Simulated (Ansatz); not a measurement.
**Dielectric response of SrO (110) films**

How well do thin rocksalt SrO (110) films screen a perpendicular field?

Program: Ansatz 0.2.0. Level of theory: plane-wave DFT, PBEsol, Ansatz PAW. Results are calculated unless marked as measured.

### Step 1. Starting point

The cell holds 10 atoms: 5 Sr and 5 O. Its edges and angles: a = 3.649 Å, b = 5.160 Å, c = 25.297 Å, α = 90.0°, β = 90.0°, γ = 90.0°. It derives from SrO (rocksalt SrO). Vacuum lies along c.

### Step 2. Relaxation, 10 atoms, units 5

The structure is relaxed first, because levels and dipoles at a surface follow the positions of the outer atoms.

File input.yaml:

```yaml
crystal:
  lattice:
    - [3.64867099, 0.0, 0.0]
    - [0.0, 5.16, 0.0]
    - [0.0, 0.0, 25.2973419818]
  atoms:
    - { symbol: Sr, position: [0.5, 0.5, 0.3557686023] }
    - { symbol: O, position: [0.5, 0.0, 0.3557686023] }
    - { symbol: Sr, position: [0.0, 0.0, 0.4278843012] }
    - { symbol: O, position: [0.0, 0.5, 0.4278843012] }
    - { symbol: Sr, position: [0.5, 0.5, 0.5] }
    - { symbol: O, position: [0.5, 0.0, 0.5] }
    - { symbol: Sr, position: [0.0, 0.0, 0.5721156988] }
    - { symbol: O, position: [0.0, 0.5, 0.5721156988] }
    - { symbol: Sr, position: [0.5, 0.5, 0.6442313977] }
    - { symbol: O, position: [0.5, 0.0, 0.6442313977] }
kpoints:
  mp_grid: { grid: [8, 6, 1] }
hamiltonian:
  xc: pbesol
scf:
  occupations: { method: fixed }
  convergence: { dr2_threshold: 1.0e-09 }
efield:
  axis: 3
  dipole_correction: true
  ramp_position: 0.97
  ramp_width: 0.06
relax:
  f_tol: 0.003
  max_steps: 100
output:
  write_potential: true
  write_density: true
  volumetric_format: npy
```

Launch:

```
ansatz run input.yaml --threads 4 --pin off --max-ram 16384MiB --backend cpu --events-out ev --progress --plain --runs-dir out
```

Numbers of over 12 decimals in the logs are rounded to 6 here.

What it wrote:

```text
Engine: ansatz 0.2.0, aarch64-unknown-linux-gnu
Pseudopotentials: kind: paw
Pseudopotential: Sr, paw, valence charge 10, recommended cutoff 420 eV (normal), Sr.paw.azcp
Pseudopotential: O, paw, valence charge 6, recommended cutoff 420 eV (normal), O.paw.azcp
Functional definition: PBEsol
  exchange = pbesol_x
  correlation = pbesol_c
Crystal: 10 atoms, lattice volume = 476.277 Å³
Basis set: ecut = 420 eV, 9317 PW (Γ), exchange–correlation on 50×72×360 points (8 copies of the dense FFT grid, shifted against one another)
Bands: 50, of which v1, the nominal top of the filled ones, is band 40 counted from 1 (39 counted from 0)
Symmetry: 4 space group operations
k-points: 20 of 48
Non-local potential: Sr, projectors of the file, l = 0: 3, l = 1: 2, l = 2: 2
Non-local potential: O, projectors of the file, l = 0: 2, l = 1: 2, l = 2: 1
PAW form: soft (Blöchl's): semilocal exchange-correlation on the pseudo side does not see the compensation charge
PAW frozen core: Sr, regenerated for the run's functional, and the local potential with it (the file was generated under x = pbe(κ = 0.804, μ = 0.219515), c = pbe(β = 0.066725))
PAW frozen core: O, regenerated for the run's functional, and the local potential with it (the file was generated under x = pbe(κ = 0.804, μ = 0.219515), c = pbe(β = 0.066725))
PAW one-centre angular grid: Sr, 110 points (default); XC on 64 Gauss nodes
PAW one-centre angular grid: O, 110 points (default); XC on 64 Gauss nodes
Initial density: superposition of atomic densities (neutral atoms: chi_scale 0, normalization atom), corrected by the library's trained network
Initial wavefunctions: pseudopotential atomic-orbital guess
Functional: x = pbesol(κ = 0.804, μ = 0.123457), c = pbesol(β = 0.046)
SCF iter   1: F=—  HF=-20277.160558 eV  |F-HF|=—  |Δ(HF+E_count)|=         —  Δρ=7.98e-3  dr2=3.03e-1  ethr=1.77e-3  p=0.000 e·Å  D=5.37e-14 V/Å  ΔV_dip=-0.00 eV  dr2_dipole=6.81e-10  V_vac-E_F(+/−)=3.11/3.11 eV  ⟨swp⟩=6.7  Hψ=5213  notcnv=0  defer=160
efield: sawtooth ramp at fractional position 0.9700 (set: `efield.ramp_position`, or a place that a band, a saddle search or an elastic batch's reference lends), width 0.0600; the density the first Hamiltonian is built on has a dipole p = 0.000 e·Å; the dipole correction subtracts the counter field D = 5.37e-14 V/Å, which shifts the + side's vacuum level by -0.00 eV against the − side's; the planar-averaged density in the ramp window peaks in size at 4.5e-6 e/Å³
preconditioner: auto → Resta (q_TF=auto, 2.027 Å⁻¹)  ε∞=2.1  [insulator: Δε(μ)=1.365 eV  Ē_g=13.597 eV  n_scr=60 (ndim 8)  ℏωp=14.2 eV  f_vac=0.586  ε∞_Penn≈2.1  vacuum switching on, ρ_ref=1.3e-2 e/Å³]
SCF iter   2: F=—  HF=-20277.127158 eV  |F-HF|=—  |Δ(HF+E_count)|=   3.34e-2  Δρ=5.41e-3  dr2=1.21e-1  ethr=3.78e-4  p=0.000 e·Å  D=5.42e-6 V/Å  ΔV_dip=-0.00 eV  dr2_dipole=8.63e-10  V_vac-E_F(+/−)=3.41/3.41 eV  ⟨swp⟩=3.2  Hψ=1980  notcnv=0  defer=160
density mixer auto → msr1: gapped (density of states about μ 0.08 of a free-electron gas's, 60 screened modes)
SCF iter   3: F=—  HF=-20277.101470 eV  |F-HF|=—  |Δ(HF+E_count)|=   2.57e-2  Δρ=6.47e-4  dr2=1.92e-3  ethr=1.51e-4  p=0.000 e·Å  D=1.99e-6 V/Å  ΔV_dip=-0.00 eV  dr2_dipole=6.96e-11  V_vac-E_F(+/−)=3.25/3.25 eV  ⟨swp⟩=2.4  Hψ=1350  notcnv=0  defer=159
SCF iter   4: F=—  HF=-20277.102679 eV  |F-HF|=—  |Δ(HF+E_count)|=   1.21e-3  Δρ=6.64e-4  dr2=2.28e-3  ethr=2.40e-6  p=-0.000 e·Å  D=-1.37e-6 V/Å  ΔV_dip=0.00 eV  dr2_dipole=3.92e-13  V_vac-E_F(+/−)=3.23/3.23 eV  ⟨swp⟩=3.4  Hψ=1755  notcnv=0  defer=160
SCF iter   5: F=—  HF=-20277.102323 eV  |F-HF|=—  |Δ(HF+E_count)|=   3.56e-4  Δρ=1.08e-4  dr2=5.17e-5  ethr=2.40e-6  p=-0.000 e·Å  D=-1.66e-6 V/Å  ΔV_dip=0.00 eV  dr2_dipole=9.29e-11  V_vac-E_F(+/−)=3.20/3.20 eV  ⟨swp⟩=2.2  Hψ=1317  notcnv=0  defer=160
SCF iter   6: F=—  HF=-20277.102298 eV  |F-HF|=—  |Δ(HF+E_count)|=   2.56e-5  Δρ=3.93e-5  dr2=4.26e-6  ethr=6.46e-8  p=0.000 e·Å  D=3.15e-7 V/Å  ΔV_dip=-0.00 eV  dr2_dipole=1.76e-13  V_vac-E_F(+/−)=3.20/3.20 eV  ⟨swp⟩=2.1  Hψ=1549  notcnv=0  defer=156
SCF iter   7: F=—  HF=-20277.102078 eV  |F-HF|=—  |Δ(HF+E_count)|=   2.20e-4  Δρ=2.22e-5  dr2=2.55e-6  ethr=5.32e-9  p=0.000 e·Å  D=1.89e-7 V/Å  ΔV_dip=-0.00 eV  dr2_dipole=8.50e-14  V_vac-E_F(+/−)=3.20/3.20 eV  ⟨swp⟩=2.1  Hψ=1671  notcnv=0  defer=153
SCF iter   8: F=—  HF=-20277.102078 eV  |F-HF|=—  |Δ(HF+E_count)|=   2.23e-7  Δρ=1.06e-5  dr2=5.19e-7  ethr=3.18e-9  p=0.000 e·Å  D=1.45e-7 V/Å  ΔV_dip=-0.00 eV  dr2_dipole=3.14e-13  V_vac-E_F(+/−)=3.20/3.20 eV  ⟨swp⟩=2.0  Hψ=1577  notcnv=0  defer=153
SCF iter   9: F=—  HF=-20277.102077 eV  |F-HF|=—  |Δ(HF+E_count)|=   2.83e-8  Δρ=2.09e-6  dr2=1.53e-8  ethr=6.48e-10  p=0.000 e·Å  D=2.17e-8 V/Å  ΔV_dip=-0.00 eV  dr2_dipole=7.87e-15  V_vac-E_F(+/−)=3.20/3.20 eV  ⟨swp⟩=2.0  Hψ=1221  notcnv=0  defer=153
SCF iter  10: F=-20277.102078 eV  HF=-20277.102078 eV  |F-HF|=3.27e-11  |Δ(HF+E_count)|=   1.89e-8  Δρ=3.59e-7  dr2=6.09e-10  ethr=1.25e-12  p=0.000 e·Å  D=4.04e-9 V/Å  ΔV_dip=-0.00 eV  dr2_dipole=3.06e-15  V_vac-E_F(+/−)=3.20/3.20 eV  ⟨swp⟩=8.4  Hψ=7508  notcnv=0
SCF 1 converged in 10 iterations: F = -20277.102078 eV  dr2 = 6.09e-10
  greatest PAW one-centre occupation: 0.987 electrons in one spin orbital (limit 2), on the Sr atom at site 2 (counted from 0), in its partial waves of l = 0
relax step   1: F+E_penalty+E_count = -20277.10207751 eV  Δ(F+E_penalty+E_count) = +0.000e0 eV  max|allowed force component| = 9.808e-1 eV/Å  Δτ_max = 0.0000 Å  (10 SCF iters, accepted)
Initial density: handed on by an earlier stage of this run
Initial wavefunctions: those handed on with the density
iter 1 solved again at ethr=1.12e-3 eV; its pass at ethr=3.10e-3 eV (dr2=8.99e-1 eV) is discarded
SCF iter   1: F=—  HF=-20277.812078 eV  |F-HF|=—  |Δ(HF+E_count)|=         —  Δρ=9.22e-3  dr2=9.00e-1  ethr=1.12e-3  p=0.000 e·Å  D=4.04e-9 V/Å  ΔV_dip=-0.00 eV  dr2_dipole=4.56e-12  V_vac-E_F(+/−)=3.63/3.63 eV  ⟨swp⟩=1.1  Hψ=4616  notcnv=0  defer=139
efield: sawtooth ramp at fractional position 0.9700 (set: `efield.ramp_position`, or a place that a band, a saddle search or an elastic batch's reference lends), width 0.0600; the density the first Hamiltonian is built on has a dipole p = 0.000 e·Å; the dipole correction subtracts the counter field D = 4.04e-9 V/Å, which shifts the + side's vacuum level by -0.00 eV against the − side's; the planar-averaged density in the ramp window peaks in size at 9.4e-7 e/Å³
[...]
relax step   4: F+E_penalty+E_count = -20277.54263027 eV  Δ(F+E_penalty+E_count) = -2.846e-2 eV  max|allowed force component| = 5.943e-2 eV/Å  Δτ_max = 0.0682 Å  (11 SCF iters, accepted)
[...]
relax step   5: F+E_penalty+E_count = -20277.54121882 eV  Δ(F+E_penalty+E_count) = +1.411e-3 eV  max|allowed force component| = 1.133e-1 eV/Å  Δτ_max = 0.0311 Å  (10 SCF iters, rejected (line search))
[...]
relax step   6: F+E_penalty+E_count = -20277.54340969 eV  Δ(F+E_penalty+E_count) = -7.794e-4 eV  max|allowed force component| = 3.873e-3 eV/Å  Δτ_max = 0.0124 Å  (9 SCF iters, accepted)
SCF iter   1: F=—  HF=-20277.543657 eV  |F-HF|=—  |Δ(HF+E_count)|=         —  Δρ=2.72e-5  dr2=5.83e-6  ethr=5.53e-8  p=-0.000 e·Å  D=-5.07e-9 V/Å  ΔV_dip=0.00 eV  dr2_dipole=6.53e-15  V_vac-E_F(+/−)=3.11/3.11 eV  ⟨swp⟩=4.0  Hψ=2427  notcnv=0  defer=151
efield: sawtooth ramp at fractional position 0.9700 (set: `efield.ramp_position`, or a place that a band, a saddle search or an elastic batch's reference lends), width 0.0600; the density the first Hamiltonian is built on has a dipole p = -0.000 e·Å; the dipole correction subtracts the counter field D = -5.07e-9 V/Å, which shifts the + side's vacuum level by +0.00 eV against the − side's; the planar-averaged density in the ramp window peaks in size at 1.3e-6 e/Å³
preconditioner: auto → Resta (q_TF=auto, 2.027 Å⁻¹)  ε∞=2.1  [insulator: Δε(μ)=1.701 eV  Ē_g=13.445 eV  n_scr=60 (ndim 8)  ℏωp=14.2 eV  f_vac=0.600  ε∞_Penn≈2.1  vacuum switching on, ρ_ref=1.3e-2 e/Å³]
SCF iter   2: F=—  HF=-20277.543413 eV  |F-HF|=—  |Δ(HF+E_count)|=   2.44e-4  Δρ=1.29e-5  dr2=9.67e-7  ethr=7.28e-9  p=-0.000 e·Å  D=-2.30e-8 V/Å  ΔV_dip=0.00 eV  dr2_dipole=2.48e-15  V_vac-E_F(+/−)=3.11/3.11 eV  ⟨swp⟩=2.0  Hψ=1477  notcnv=0  defer=72  κ⁻¹=1.0e0(r=1)
density mixer auto → broyden: gapped, where msr1 would fit the directions that read negative (density of states about μ 0.09 of a free-electron gas's, 60 screened modes)
SCF iter   3: F=—  HF=-20277.543413 eV  |F-HF|=—  |Δ(HF+E_count)|=   1.32e-7  Δρ=8.55e-6  dr2=3.31e-7  ethr=1.21e-9  p=-0.000 e·Å  D=-1.02e-8 V/Å  ΔV_dip=0.00 eV  dr2_dipole=1.61e-18  V_vac-E_F(+/−)=3.11/3.11 eV  ⟨swp⟩=2.0  Hψ=1402  notcnv=0  defer=73  κ⁻¹=2.4e-1(r=2)
SCF iter   4: F=—  HF=-20277.543413 eV  |F-HF|=—  |Δ(HF+E_count)|=   4.05e-8  Δρ=2.36e-6  dr2=2.67e-8  ethr=4.14e-10  p=-0.000 e·Å  D=-7.70e-9 V/Å  ΔV_dip=0.00 eV  dr2_dipole=6.65e-15  V_vac-E_F(+/−)=3.11/3.11 eV  ⟨swp⟩=2.0  Hψ=1282  notcnv=0  defer=73  κ⁻¹=1.2e-2(r=3)
SCF iter   5: F=—  HF=-20277.543413 eV  |F-HF|=—  |Δ(HF+E_count)|=   5.40e-9  Δρ=9.24e-7  dr2=4.56e-9  ethr=3.34e-11  p=-0.000 e·Å  D=-3.06e-8 V/Å  ΔV_dip=0.00 eV  dr2_dipole=4.81e-15  V_vac-E_F(+/−)=3.11/3.11 eV  ⟨swp⟩=2.0  Hψ=1429  notcnv=0  defer=73  κ⁻¹=2.2e-3(r=4)
SCF iter   6: F=—  HF=-20277.543413 eV  |F-HF|=—  |Δ(HF+E_count)|=  9.06e-10  Δρ=4.76e-7  dr2=1.02e-9  ethr=1.25e-12  p=-0.000 e·Å  D=-1.90e-8 V/Å  ΔV_dip=0.00 eV  dr2_dipole=4.34e-15  V_vac-E_F(+/−)=3.11/3.11 eV  ⟨swp⟩=8.8  Hψ=6478  notcnv=0  κ⁻¹=5.8e-4(r=5)
SCF iter   7: F=-20277.543413 eV  HF=-20277.543413 eV  |F-HF|=5.46e-11  |Δ(HF+E_count)|=  2.11e-10  Δρ=1.21e-7  dr2=5.79e-11  ethr=1.25e-12  p=-0.000 e·Å  D=-1.33e-9 V/Å  ΔV_dip=0.00 eV  dr2_dipole=5.13e-16  V_vac-E_F(+/−)=3.11/3.11 eV  ⟨swp⟩=8.0  Hψ=5884  notcnv=0
SCF 7 converged in 7 iterations: F = -20277.543413 eV  dr2 = 5.79e-11
relax step   7: F+E_penalty+E_count = -20277.54341305 eV  Δ(F+E_penalty+E_count) = -3.368e-6 eV  max|allowed force component| = 1.226e-4 eV/Å  Δτ_max = 0.0006 Å  (7 SCF iters, accepted)
NSCF: frozen V_eff on 20 k-points
the band table was solved once a step of the walk had ended and its energy, with any forces and stress, was formed, with the checks that follow a solve (6213 applications of the Hamiltonian). They found nothing against the state; the energy, forces and stress were not computed again (output.eigenvalues in the input reference)
WARN: The output density's exchange-correlation potential varies sharply where the density is thin. Do not read a vacuum level from v_tot or v_xc, or from such a field of the output density. On a cell that repeats whose density bears no net charge and no dipole along the vacuum's axis use v_es (v_loc + v_h of the components); under efield.dipole_correction with no amplitude use v_es + v_field, which holds any externa [...]
SCF converged after 7 iterations
Stability not checked: this state was not tested for a lower state beside it, because the mixer in use, unlike msr1, does not test its closes by its own steps (another_mixer; see scf.mixing.algorithm and scf.lower_state_search)
Free energy (F): -20277.543413 eV
Harris-Foulkes:  -20277.543413 eV  (|F-HF|=5.46e-11)
Internal energy: -20277.543413 eV  (E = F + TS)
E sigma→0 (E₀):  -20277.543413 eV
Fermi energy:    1.058471 eV
Dipole field:    D = -0.000000 V/Å  (p = -0.000000 e·Å, saw-weighted, corrected)
Work function:   Φ+ = 3.1063 eV   Φ− = 3.1063 eV
Levels:          The Fermi level and band energies are counted from a zero that moves with the ramp; work functions are not
--- Per-component energies (eV) ---
  E_band       = -901.765907
  E_kinetic    = 2105.385310
  E_local      = -59930.641100  (includes V_loc(G=0)·N_el)
  E_nonlocal   = 1258.238514
  E_hartree    = 28666.589722
  E_xc         = -1229.746778
  E_vxc        = -1284.476138  (∫ρ·V_xc dr)
  E_paw        = -13981.616148  (= ΣΔE_a)
  E_vpaw       = -383.463250  (= ΣTr[D̂ρ^β])
  E_aug_tail   = 0.011976  (compensation charges beyond the density's cutoff)
  E_efield     = 0.000000  (sawtooth field / dipole correction)
  E_vefield    = 0.000000  (∫n·V_field dr)
  E_ewald      = 22833.386915
  E_core_change = 0.848177  (= ΣΔE_core)
  E_smearing   = -0.000000  (= −TS)
  E_closure    = 0.000000  (closes the sum)
  Σ components = -20277.543413   (vs F -20277.543413, Δ=0.00e0)
--- Forces (eV/Å), atoms counted from 1 ---
  atom   1  Sr     0.00000000    -0.00000000    -0.00011832
  atom   2  O      0.00000000    -0.00000000    -0.00009842
  atom   3  Sr     0.00000000     0.00000000     0.00000546
  atom   4  O      0.00000000     0.00000000     0.00012264
  atom   5  Sr     0.00000000     0.00000000     0.00000003
  atom   6  O      0.00000000    -0.00000000    -0.00000002
  atom   7  Sr     0.00000000    -0.00000000    -0.00000562
  atom   8  O      0.00000000    -0.00000000    -0.00012261
  atom   9  Sr     0.00000000     0.00000000     0.00011844
  atom  10  O      0.00000000     0.00000000     0.00009846
  max |Σ_I F_I| component: 6.18e-8 eV/Å
--- Band table (eV; the first three rows and the last of 20) ---
  k-point 0: bands = [... 36 lower, 0.6545, 0.7344, 0.7617, 1.0585, 2.7602, 2.9766, 3.7001, 4.1899, ... 6 higher]
  k-point 1: bands = [... 36 lower, 0.3217, 0.7296, 0.7313, 1.0278, 2.9305, 3.1038, 3.7952, 4.3466, ... 6 higher]
  k-point 2: bands = [... 36 lower, 0.1056, 0.6725, 0.6768, 0.9693, 3.2763, 3.4074, 3.9904, 4.7717, ... 6 higher]
  k-point 19: bands = [... 36 lower, 0.2300, 0.4924, 0.6504, 0.6895, 4.8105, 4.8169, 5.8371, 5.9982, ... 6 higher]
--- Relaxed structure (7 steps of the walk, 5 accepted, 0 SCFs on fresh bases) ---
  F+E_penalty+E_count = -20277.54341305 eV   max|allowed force component| = 1.226e-4 eV/Å
  atoms:
    - { symbol: Sr, position: [0.5, 0.500000, 0.361513] }
    - { symbol: O, position: [0.5, 2.489603830450374e-18, 0.364917] }
    - { symbol: Sr, position: [0.0, -3.8642406337838826e-19, 0.426464] }
    - { symbol: O, position: [0.0, 0.500000, 0.424837] }
    - { symbol: Sr, position: [0.5, 0.500000, 0.500000] }
    - { symbol: O, position: [0.5, 0, 0.500000] }
    - { symbol: Sr, position: [0.0, 3.8642434702457734e-19, 0.573536] }
    - { symbol: O, position: [0.0, 0.500000, 0.575163] }
    - { symbol: Sr, position: [0.5, 0.500000, 0.638487] }
    - { symbol: O, position: [0.5, -2.4896036910661746e-18, 0.635083] }
```

Run time: 96 s. Hardware: 4 threads of Arm Neoverse V1, shared host; peak memory 0.98 GiB.

Step by step:

```
step  energy less that of the first step (eV)  largest force component (eV/Å)
   1                                   0.0000                          0.9808
   2                                  -0.4121                          0.5114
   3                                  -0.3243                          0.7992
   4                                  -0.4406                          0.0594
   5                                  -0.4391                          0.1133
   6                                  -0.4413                          0.0039
   7                                  -0.4413                          0.0001
```

Relaxation steps 3, 5 were tried and not accepted.

Forces are held to the 4 operations that the run works with; a distortion that breaks them can't arise in this run.

The atoms that moved most (Å):

```
atom     dx     dy      dz  length
  O2  0.000  0.000   0.231   0.231
 O10  0.000  0.000  -0.231   0.231
 Sr9  0.000  0.000  -0.145   0.145
 Sr1  0.000  0.000   0.145   0.145
  O4  0.000  0.000  -0.077   0.077
  O8  0.000  0.000   0.077   0.077
 Sr7  0.000  0.000   0.036   0.036
 Sr3  0.000  0.000  -0.036   0.036
```

This step gave:

```
gap on the k-mesh             : 1.702 eV
dipole along the normal       : -5.55e-8 e·Å
ionisation energy, upper face : 3.106 eV
electron affinity, upper face : 1.405 eV
```

Running mean over 1.824 Å of the planar mean; the ramp of the sawtooth is left out. Electron's electrostatic potential energy less the highest filled level against z:

```
z (Å)  electron's electrostatic potential energy less the highest filled level (eV)
  3.5                                                                          3.11
  4.0                                                                          3.11
  4.5                                                                          3.11
  5.0                                                                          3.10
  5.5                                                                          3.10
  6.0                                                                          3.09
  6.5                                                                          3.05
  7.0                                                                          2.94
  7.5                                                                          2.49
  8.0                                                                         0.389
  8.5                                                                         -3.58
  9.0                                                                         -5.86
  9.5                                                                         -7.01
 10.0                                                                         -7.88
 10.5                                                                         -6.94
 11.0                                                                         -6.25
 11.5                                                                         -5.95
 12.0                                                                         -6.03
 12.5                                                                         -6.29
 13.0                                                                         -6.21
 13.5                                                                         -5.94
 14.0                                                                         -6.05
 14.5                                                                         -6.40
 15.0                                                                         -7.46
 15.5                                                                         -7.73
 16.0                                                                         -6.46
 16.5                                                                         -5.24
 17.0                                                                         -1.99
 17.5                                                                          1.57
 18.0                                                                          2.76
 18.5                                                                          3.00
 19.0                                                                          3.07
 19.5                                                                          3.09
 20.0                                                                          3.10
 20.5                                                                          3.10
 21.0                                                                          3.11
 21.5                                                                          3.11
 22.0                                                                          3.11
```

The relaxation took 7 steps and lowered the energy by 0.44 eV; the largest force on the free atoms ends at 1.2e-4 eV/Å.

The gap is 1.70 eV, with the valence edge 3.11 eV and the conduction edge 1.40 eV under the upper vacuum level.

(Continued in part 2 of 7.)

[Logs are printed without paths, hosts, clocks, repeated set-up lines and the standing remarks that a program may print on its own settings, such as how far it seeks lower states.]

[Hosts, paths, dates, database ids (printed as entryN), source tags and the programs' standing remarks are cut or masked in the printed files.]

[Maps of the electrostatic potential energy from Ansatz leave out the sawtooth potential of an applied field or a dipole correction, so their vacuum need not be flat; planar profiles and work functions include it.]
